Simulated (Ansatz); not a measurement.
# Ge (Fd-3m) in Ansatz: notebook

The runs below take Ge through single point, equation of state, with PBE0.

Program: Ansatz 0.2.0. These are calculated values, not measurements. Logs are shortened: lines on timing, memory, paths and dates and some standing lists are left out, and cuts for length are marked.

**Experimental background.**

From “Sub-monolayer structures of Ag overlayers on Ge(111): experimental observations and first-principles study”, 2019, arxiv:1908.00180, for a bulk crystal of Ge: bulk modulus 75.8 GPa.

The results are compared with them further down.

**1. The structure**

The structure is cubic, space group Fd-3m (No. 227). Conventional cell: a = 5.658 Å, b = 5.658 Å, c = 5.658 Å, α = 90.00°, β = 90.00°, γ = 90.00°. Ge (site symmetry -43m) is surrounded by 4 Ge at 2.45 Å.

**2. Single point, PBE0, 21.28 Å³/atom (volume scaled by 0.94)**

File input:

```
crystal:
  lattice:
    - [0.0, 2.7711609388, 2.7711609388]
    - [2.7711609388, 0.0, 2.7711609388]
    - [2.7711609388, 2.7711609388, 0.0]
  atoms:
    - { symbol: Ge, position: [0.75, 0.75, 0.75] }
    - { symbol: Ge, position: [0.5, 0.5, 0.5] }
hamiltonian:
  xc: pbe0
  pseudopotentials: { kind: paw }
kpoints:
  mp_grid: { grid: [6, 6, 6] }
scf:
  occupations: { method: fermi_dirac, width: 0.05 }
output:
  forces: true
  stress: true
  eigenvalues: true
  write_density: true
  write_potential: true
  elf: true
  volumetric_format: npy
```

Potentials or basis: Ansatz PAW.

What it wrote:

```text
Warning: output.stress: scf.convergence.dr2_threshold = 1e-7 eV (the SCF's general default) is looser than the 2e-10 eV advised for a printed stress (1e-10 eV for each atom of the cell: 2). What an SCF threshold leaves in a stress goes as its square root, and in the free energy as the threshold itself, and one threshold admits the most on a small cell: of the crystals measured, under no hybrid functional and no lock of the moments, on runs that ended without the residual-converged pass, on stresses that held no estimate of that error, the worst erred by over 100 MPa in a component at 1e-7 eV an atom and by under 5 at 1e-10. Set scf.convergence.dr2_threshold to 2e-10 eV or tighter. The threshold is an SCF's pass mark: one that does not reach it within its budget of iterations ends unconverged, or closes short of it on a stop that the run arms, and scf.convergence.dr2_threshold's page says what that costs each kind of run
Warning: output.stress: scf.exx.energy_threshold = 1e-6 eV is looser than the 2e-8 eV advised for a stress under a hybrid functional (1e-8 eV for each atom of the cell: 2). Every SCF of the exchange loop can meet its threshold on dr2 while the loop round them stops early: no threshold on dr2 bounds what that leaves in the stress. Set scf.exx.energy_threshold to 2e-8 eV or tighter. The threshold is the loop's pass mark: a loop that does not reach it within its budget of cycles ends unconverged, and scf.exx.energy_threshold's page has the law
GPUs: using 1 of 1 available (devices: 1).
Engine: ansatz 0.2.0, x86_64-unknown-linux-gnu
Pseudopotentials: kind: paw
Pseudopotential: Ge, paw, valence charge 14, recommended cutoff 420 eV (normal), Ge.paw.azcp
Functional definition: PBE0
  parameter a = 0.25
  parameter kappa = 0.804
  parameter beta = 0.06672455060314922
  exchange = (1 - a)*pbe_x(kappa = kappa, mu = beta*pi^2/3) + a*exact_x
  correlation = pbe_c(beta = beta)
device memory: the entry about to start is reckoned to put 0.5 GiB on a device that reports 57.8 GiB free (of which the cap on the GPU budget leaves the run 18.0 GiB)
GPU FFT provider: cuFFT
GPU libraries: cuBLAS 13.8.2, cuFFT 12.4.0, cuSOLVER 12.3.4
Crystal: 2 atoms, lattice volume = 42.561 Å³
Basis set: ecut = 420 eV, 869 PW (Γ), exchange–correlation on 54×54×54 points (8 copies of the dense FFT grid, shifted against one another)
Bands: 18, of which v1, the nominal top of the filled ones, is band 14 counted from 1 (13 counted from 0)
Symmetry: 48 space group operations
Space group: Fd-3m (ITA 227), of the structure as read, at distance tolerance 3.5e-5 Å
k-points: 16 of 216
Non-local potential: Ge, projectors of the file, l = 0: 2, l = 1: 2, l = 2: 3, l = 3: 1
PAW form: soft (Blöchl's): semilocal exchange-correlation on the pseudo side does not see the compensation charge
PAW frozen core: Ge, regenerated for the run's functional, and the local potential with it (the file was generated under x = pbe(κ = 0.804, μ = 0.2195149727645171), c = pbe(β = 0.06672455060314922))
PAW one-centre angular grid: Ge, 590 points (default); XC on 64 Gauss nodes
Initial density: superposition of atomic densities (neutral atoms: chi_scale 0, normalization atom), corrected by the library's trained network
Initial wavefunctions: pseudopotential atomic-orbital guess
GPU buffer pool allocated for 19683 grid points (all kernels)
GPU transforms: local potential and band sums: pruned to the plane-wave sphere, on 25×27×27
Functional: x = pbe(κ = 0.804, μ = 0.2195149727645171), c = pbe(β = 0.06672455060314922), warm-up for x = 0.75 pbe(κ = 0.804, μ = 0.2195149727645171) + 0.25 exact, c = pbe(β = 0.06672455060314922)
SCF iter   1: F=—  HF=-8589.793123 eV  |F-HF|=—  |Δ(HF+E_count)|=         —  Δρ=4.03e-4  dr2=2.37e-5  ethr=1.77e-3  ⟨swp⟩=5.8  Hψ=1085  notcnv=0
preconditioner: auto → none  [insulator: Δε(μ)=0.379 eV  Ē_g=23.703 eV  σ=0.050 eV  W_gap=0.96  n_scr=14 (ndim 8)  ℏωp=30.1 eV  f_vac=0.053  D(μ)=0.03/eV (n_scr^D=0)]
SCF iter   2: F=-8589.793539 eV  HF=-8589.793503 eV  |F-HF|=3.68e-5  |Δ(HF+E_count)|=   3.79e-4  Δρ=2.02e-4  dr2=6.84e-6  ethr=8.46e-8  ⟨swp⟩=4.9  Hψ=1017  notcnv=0
SCF 1 stopped early in 2 iterations: F = -8589.793539 eV  dr2 = 6.84e-6
device memory: the entry about to start is reckoned to put 1.1 GiB on a device that reports 57.8 GiB free (of which the cap on the GPU budget leaves the run 18.0 GiB)
GPU FFT provider: cuFFT
GPU libraries: cuBLAS 13.8.2, cuFFT 12.4.0, cuSOLVER 12.3.4
Initial density: handed on by an earlier stage of this run
Initial wavefunctions: those handed on with the density
GPU buffer pool allocated for 19683 grid points (all kernels)
GPU transforms: local potential and band sums: pruned to the plane-wave sphere, on 25×27×27
Functional: x = 0.75 pbe(κ = 0.804, μ = 0.2195149727645171) + 0.25 exact, c = pbe(β = 0.06672455060314922)
Exchange kernel: α = 0.2500, full range, Wigner–Seitz truncation, v(0) = 15213.3479 eV·Å³, q-mesh 6×6×6, nearest image of the exchange supercell L = 23.51 Å, pair-density grid 20×20×20, without the augmentation charges, whose exchange is taken in its separable form by FFT convolution over the k-point mesh (sized by the pseudopotential files, 24×24×24 at the most), smooth part of the exact exchange by density-matrix convolution in up to 2.40 GiB of GPU memory as planned if the GPU has room (build and FFT work areas not counted)
Frozen-core exchange: fock
SCF iter   1: F=—  HF=-8591.613052 eV  |F-HF|=—  |Δ(HF+E_count)|=         —  Δρ=1.20e-2  dr2=2.04e-2  ethr=2.44e-7  ⟨swp⟩=6.7  Hψ=1489  notcnv=0
preconditioner: auto → none  [insulator: Δε(μ)=1.532 eV  Ē_g=27.870 eV  σ=0.050 eV  W_gap=1.00  n_scr=14 (ndim 8)  ℏωp=30.1 eV  f_vac=0.052  D(μ)=0.00/eV (n_scr^D=0)]
SCF iter   2: F=—  HF=-8591.597028 eV  |F-HF|=—  |Δ(HF+E_count)|=   1.60e-2  Δρ=3.28e-3  dr2=2.46e-3  ethr=2.44e-7  ⟨swp⟩=4.0  Hψ=1088  notcnv=0
SCF iter   3: F=—  HF=-8591.607574 eV  |F-HF|=—  |Δ(HF+E_count)|=   1.05e-2  Δρ=2.87e-3  dr2=9.78e-4  ethr=2.44e-7  ⟨swp⟩=4.6  Hψ=1041  notcnv=0
SCF iter   4: F=—  HF=-8591.607414 eV  |F-HF|=—  |Δ(HF+E_count)|=   1.60e-4  Δρ=1.04e-3  dr2=1.83e-4  ethr=2.44e-7  ⟨swp⟩=3.0  Hψ=703  notcnv=0
iter 5 solved again at ethr=7.59e-11 eV; its pass at ethr=2.44e-7 eV (dr2=2.12e-8 eV) is discarded
SCF iter   5: F=—  HF=-8591.607404 eV  |F-HF|=—  |Δ(HF+E_count)|=   9.62e-6  Δρ=1.12e-5  dr2=2.86e-5  ethr=7.59e-11  ⟨swp⟩=5.1  Hψ=1689  notcnv=0
eigensolver tolerance schedule calibrated: the retry pair's looser diagonalisation under-reported the residual by θ = 0.37 (0.11/decade); ethr = c·dr2/N_el runs at the constant in force after the calibration composes with the one it found (an armed cap, an earlier calibration), c = 9.0e-2
SCF iter   6: F=-8591.607622 eV  HF=-8591.607626 eV  |F-HF|=3.44e-6  |Δ(HF+E_count)|=   2.21e-4  Δρ=1.59e-4  dr2=4.56e-6  ethr=7.59e-11  ⟨swp⟩=5.6  Hψ=1387  notcnv=0  defer=1
SCF 2 stopped early in 6 iterations: F = -8591.607622 eV  dr2 = 4.56e-6
hybrid outer 1: dexx = +1.279e-2 eV, tail = 7.12e-5 eV
GPU FFT provider: cuFFT
GPU libraries: cuBLAS 13.8.2, cuFFT 12.4.0, cuSOLVER 12.3.4
GPU buffer pool allocated for 19683 grid points (all kernels)
GPU transforms: local potential and band sums: pruned to the plane-wave sphere, on 25×27×27
Exchange kernel: α = 0.2500, full range, Wigner–Seitz truncation, v(0) = 15213.3479 eV·Å³, q-mesh 6×6×6, nearest image of the exchange supercell L = 23.51 Å, pair-density grid 20×20×20, without the augmentation charges, whose exchange is taken in its separable form by FFT convolution over the k-point mesh (sized by the pseudopotential files, 24×24×24 at the most), smooth part of the exact exchange by density-matrix convolution in up to 2.40 GiB of GPU memory as planned if the GPU has room (build and FFT work areas not counted)
Frozen-core exchange: fock
SCF iter   1: F=—  HF=-8591.608090 eV  |F-HF|=—  |Δ(HF+E_count)|=         —  Δρ=1.03e-4  dr2=1.88e-6  ethr=1.27e-6  ⟨swp⟩=3.5  Hψ=622  notcnv=0
preconditioner: auto → none  [insulator: Δε(μ)=1.648 eV  Ē_g=27.666 eV  σ=0.050 eV  W_gap=1.00  n_scr=14 (ndim 8)  ℏωp=30.1 eV  f_vac=0.050  D(μ)=0.00/eV (n_scr^D=0)]
SCF iter   2: F=—  HF=-8591.608091 eV  |F-HF|=—  |Δ(HF+E_count)|=   1.23e-6  Δρ=2.62e-5  dr2=3.02e-7  ethr=5.35e-9  ⟨swp⟩=4.1  Hψ=804  notcnv=0
SCF iter   3: F=—  HF=-8591.608091 eV  |F-HF|=—  |Δ(HF+E_count)|=   5.94e-8  Δρ=1.09e-5  dr2=4.22e-8  ethr=6.46e-10  ⟨swp⟩=2.5  Hψ=529  notcnv=0
SCF iter   4: F=-8591.608091 eV  HF=-8591.608091 eV  |F-HF|=8.47e-9  |Δ(HF+E_count)|=   1.05e-7  Δρ=2.92e-6  dr2=3.26e-9  ethr=9.94e-11  ⟨swp⟩=4.1  Hψ=856  notcnv=0
SCF 3 converged in 4 iterations: F = -8591.608091 eV  dr2 = 3.26e-9
  Residual-converged pass: ⟨swp⟩=2.4  Hψ=520  notcnv=0  max |occ|·‖R‖ = 2.4e-6 eV (tolerance 2.4e-6 eV)  dr2=3.21e-9  dr2_onsite=7.66e-9  max |Δocc| = 3.6e-15
hybrid outer 2: dexx = +1.734e-6 eV, tail = 6.01e-8 eV, Δε = 5.55e-3 eV (about 2.49e-4 eV left of the loop's levels)
hybrid SCF converged: 2 outer / 10 inner (+2 warm-up), last move |dexx| = 1.73e-6 eV, tail = 6.01e-8 eV
Stability not checked: this state was not tested for a lower state beside it, because the functional holds exact exchange (a hybrid, or Hartree-Fock), whose exchange loop this test does not read (fock_operator; see scf.lower_state_search)
Free energy (F): -8591.608091 eV
Frozen-core exchange: fock
Harris-Foulkes:  -8591.608091 eV  (|F-HF|=8.47e-9)
Internal energy: -8591.608091 eV  (E = F + TS)
E sigma→0 (E₀):  -8591.608091 eV
Fermi energy:    9.600897 eV
--- Per-component energies (eV) ---
  E_band       = -364.887070
  E_kinetic    = 223.385254
  E_local      = -4856.713900  (includes V_loc(G=0)·N_el)
  E_nonlocal   = 841.063455
  E_hartree    = 2140.158182
  E_xc         = -116.883416
  E_vxc        = -100.589187  (∫ρ·V_xc dr)
  E_exx        = -120.862026  (= α·E_x^exact, valence–valence)
  E_paw        = -3957.817295  (= ΣΔE_a)
  E_vpaw       = -510.629588  (= ΣTr[D̂ρ^β])
  E_aug_tail   = 0.000841  (compensation charges beyond the density's cutoff)
  E_ewald      = -2743.132721
  E_core_change = -0.806467  (= ΣΔE_core)
  E_smearing   = -0.000000  (= −TS)
  E_closure    = 0.000002  (closes the sum)
  Σ components = -8591.608091   (vs F -8591.608091, Δ=0.00e0)
--- Forces (eV/Å), atoms counted from 1 ---
  atom   1  Ge     0.00000000    -0.00000000     0.00000000
  atom   2  Ge     0.00000000    -0.00000000    -0.00000000
  max |Σ_I F_I| component: 4.63e-17 eV/Å
--- Stress (GPa, compression-positive) ---
        6.348240       0.000000      -0.000000
       -0.000000       6.348240       0.000000
        0.000000      -0.000000       6.348240
  P = ⅓ Tr σ = 6.3482 GPa (63.482 kbar)
--- Band table (eV; the first three rows and the last of 16) ---
  k-point 0: bands = ["-19.3336", "-19.3336", "-19.3336", "-19.2915", "-19.2915", "-19.0466", "-19.0466", "-19.0466", "-19.0222", "-19.0222", "-5.9099", "8.7938", "8.7938", "8.7938", "10.9152", "12.6773", "12.6773", "12.6773"]
  k-point 1: bands = ["-19.3481", "-19.3481", "-19.3289", "-19.2704", "-19.2704", "-19.0629", "-19.0629", "-19.0520", "-19.0094", "-19.0094", "-5.5144", "5.4398", "8.1911", "8.1911", "11.3563", "13.4755", "13.4755", "14.7526"]
  k-point 2: bands = ["-19.3601", "-19.3601", "-19.3193", "-19.2480", "-19.2480", "-19.0773", "-19.0773", "-19.0631", "-18.9994", "-18.9994", "-4.4067", "1.8761", "7.4161", "7.4161", "10.6927", "14.0274", "14.0274", "17.6845"]
  k-point 15: bands = ["-19.3871", "-19.3871", "-19.2396", "-19.2396", "-19.1587", "-19.1587", "-19.1158", "-19.1158", "-18.9685", "-18.9685", "-1.2017", "-1.2017", "4.3431", "4.3431", "12.8561", "12.8561", "17.2957", "17.2957"]
```

It took 23 s on 1 × NVIDIA H100 80GB HBM3 with 2 threads of AMD EPYC 7R13 (Zen 3), shared host; peak memory 2.1 GiB.

Results:

```yaml
Free_energy: -8591.6081 eV
Pressure: 6.3 GPa
Band_gap_on_the_k_mesh: 1.65 eV, indirect (least direct gap 2.12 eV)
```

Caveat: the PAW data sets come from PBE, with cores solved anew for the run's functional, which leaves a small shift of forces and pressure; the thresholds are loose for stress.

**3. Single point, PBE0, 21.73 Å³/atom (volume scaled by 0.96)**

File input:

```
crystal:
  lattice:
    - [0.0, 2.7906767997, 2.7906767997]
    - [2.7906767997, 0.0, 2.7906767997]
    - [2.7906767997, 2.7906767997, 0.0]
  atoms:
    - { symbol: Ge, position: [0.75, 0.75, 0.75] }
    - { symbol: Ge, position: [0.5, 0.5, 0.5] }
hamiltonian:
  xc: pbe0
  pseudopotentials: { kind: paw }
kpoints:
  mp_grid: { grid: [6, 6, 6] }
scf:
  occupations: { method: fermi_dirac, width: 0.05 }
output:
  forces: true
  stress: true
  eigenvalues: true
```

Potentials or basis: Ansatz PAW.

Wall time 22 s (1 × NVIDIA H100 80GB HBM3 with 2 threads of AMD EPYC 7R13 (Zen 3), shared host); peak memory 2.1 GiB.

The run converged. Its results:

- Free energy: -8591.6381 eV
- Pressure: 4.3 GPa
- Band gap on the k mesh: 1.57 eV, indirect (least direct gap 1.89 eV)

Caveat: the PAW data sets come from PBE, with cores solved anew for the run's functional, which leaves a small shift of forces and pressure; the thresholds are loose for stress.

**4. Single point, PBE0, 22.19 Å³/atom (volume scaled by 0.98)**

input: that of step 3 with these lines changed.

```diff
@@ -2,5 +2,5 @@
   lattice:
-    - [0.0, 2.7906767997, 2.7906767997]
-    - [2.7906767997, 0.0, 2.7906767997]
-    - [2.7906767997, 2.7906767997, 0.0]
+    - [0.0, 2.8099234548, 2.8099234548]
+    - [2.8099234548, 0.0, 2.8099234548]
+    - [2.8099234548, 2.8099234548, 0.0]
   atoms:
```

Wall time 39 s (1 × NVIDIA H100 80GB HBM3 with 2 threads of AMD EPYC 7R13 (Zen 3), shared host); peak memory 2.1 GiB.

It converged, with:

```
Free energy            : -8591.6569 eV
Pressure               : 2.4 GPa
Band gap on the k mesh : 1.48 eV, indirect (least direct gap 1.66 eV)
```

Caveat: the PAW data sets come from PBE, with cores solved anew for the run's functional, which leaves a small shift of forces and pressure; the thresholds are loose for stress.

**5. Single point, PBE0, 22.64 Å³/atom**

input: that of step 4 with these lines changed.

```diff
@@ -2,5 +2,5 @@
   lattice:
-    - [0.0, 2.8099234548, 2.8099234548]
-    - [2.8099234548, 0.0, 2.8099234548]
-    - [2.8099234548, 2.8099234548, 0.0]
+    - [0.0, 2.82891, 2.82891]
+    - [2.82891, 0.0, 2.82891]
+    - [2.82891, 2.82891, 0.0]
   atoms:
```

Run time: 24 s. Hardware: 1 × NVIDIA H100 80GB HBM3 with 2 threads of AMD EPYC 7R13 (Zen 3), shared host; peak memory 2.1 GiB.

It converged, with:

```yaml
Free_energy: -8591.6659 eV
Pressure: 0.8 GPa
Band_gap_on_the_k_mesh: 1.40 eV, indirect (least direct gap 1.44 eV)
```

Caveat: the PAW data sets come from PBE, with cores solved anew for the run's functional, which leaves a small shift of forces and pressure; the thresholds are loose for stress.

**6. Single point, PBE0, 23.09 Å³/atom (volume scaled by 1.02)**

input: that of step 5 with these lines changed.

```diff
@@ -2,5 +2,5 @@
   lattice:
-    - [0.0, 2.82891, 2.82891]
-    - [2.82891, 0.0, 2.82891]
-    - [2.82891, 2.82891, 0.0]
+    - [0.0, 2.8476450493, 2.8476450493]
+    - [2.8476450493, 0.0, 2.8476450493]
+    - [2.8476450493, 2.8476450493, 0.0]
   atoms:
@@ -19 +19,5 @@
   eigenvalues: true
+  write_density: true
+  write_potential: true
+  elf: true
+  volumetric_format: npy
```

Potentials or basis: Ansatz PAW.

Run time: 29 s. Hardware: 1 × NVIDIA H100 80GB HBM3 with 2 threads of AMD EPYC 7R13 (Zen 3), shared host; peak memory 2.2 GiB.

The run converged. Its results:

| Quantity | Value |
| --- | --- |
| Free energy | -8591.6660 eV |
| Pressure | -0.7 GPa |
| Band gap on the k mesh | 1.23 eV, direct |

Caveat: the PAW data sets come from PBE, with cores solved anew for the run's functional, which leaves a small shift of forces and pressure; the thresholds are loose for stress.

**7. Single point, PBE0, 23.54 Å³/atom (volume scaled by 1.04)**

File input:

```
crystal:
  lattice:
    - [0.0, 2.8661367691, 2.8661367691]
    - [2.8661367691, 0.0, 2.8661367691]
    - [2.8661367691, 2.8661367691, 0.0]
  atoms:
    - { symbol: Ge, position: [0.75, 0.75, 0.75] }
    - { symbol: Ge, position: [0.5, 0.5, 0.5] }
hamiltonian:
  xc: pbe0
  pseudopotentials: { kind: paw }
kpoints:
  mp_grid: { grid: [6, 6, 6] }
scf:
  occupations: { method: fermi_dirac, width: 0.05 }
output:
  forces: true
  stress: true
  eigenvalues: true
```

Wall time 27 s (1 × NVIDIA H100 80GB HBM3 with 2 threads of AMD EPYC 7R13 (Zen 3), shared host); peak memory 2.2 GiB.

The run converged. Its results:

- Free energy: -8591.6582 eV
- Pressure: -2.0 GPa
- Band gap on the k mesh: 1.02 eV, direct

Caveat: the PAW data sets come from PBE, with cores solved anew for the run's functional, which leaves a small shift of forces and pressure; the thresholds are loose for stress.

**8. Single point, PBE0, 24.00 Å³/atom (volume scaled by 1.06)**

input: that of step 7 with these lines changed.

```diff
@@ -2,5 +2,5 @@
   lattice:
-    - [0.0, 2.8661367691, 2.8661367691]
-    - [2.8661367691, 0.0, 2.8661367691]
-    - [2.8661367691, 2.8661367691, 0.0]
+    - [0.0, 2.8843929095, 2.8843929095]
+    - [2.8843929095, 0.0, 2.8843929095]
+    - [2.8843929095, 2.8843929095, 0.0]
   atoms:
```

It took 24 s on 1 × NVIDIA H100 80GB HBM3 with 2 threads of AMD EPYC 7R13 (Zen 3), shared host; peak memory 2.2 GiB.

The run converged. Its results:

```
Free energy            : -8591.6433 eV
Pressure               : -3.2 GPa
Band gap on the k mesh : 0.82 eV, direct
```

Caveat: the PAW data sets come from PBE, with cores solved anew for the run's functional, which leaves a small shift of forces and pressure; the thresholds are loose for stress.

**9. Equation of state, PBE0**

Potentials or basis: Ansatz PAW.

No new run: the results of the series are fitted here.

What came out:

* Equilibrium volume: 22.87 Å³/atom
* Bulk modulus: 75 GPa
* Pressure derivative of the bulk modulus: 4.6

Energy against volume, from the lowest point:
| volume (Å³/atom) | energy (meV/atom) |
| --- | --- |
| 21.281 | 28.96 |
| 21.733 | 13.97 |
| 22.186 | 4.55 |
| 22.639 | 0.06 |
| 23.092 | 0.00 |
| 23.545 | 3.90 |
| 23.997 | 11.36 |

Caveat: the PAW data sets were made with another functional, which shifts forces and pressure a little.

**10. Against experiment**

Step 9. A measured bulk modulus of Ge is 75.8 GPa (quoted in “Sub-monolayer structures of Ag overlayers on Ge(111): experimental observations and first-principles study”, 2019, arxiv:1908.00180); the calculated 75 GPa misses it by -1.4 %. The fit is for a static lattice scaled at fixed shape and fixed fractional positions. The cell as given is a measured one (22.64 Å³/atom); PBE0 puts the equilibrium volume +1.0 % from it, thermal expansion not counted.
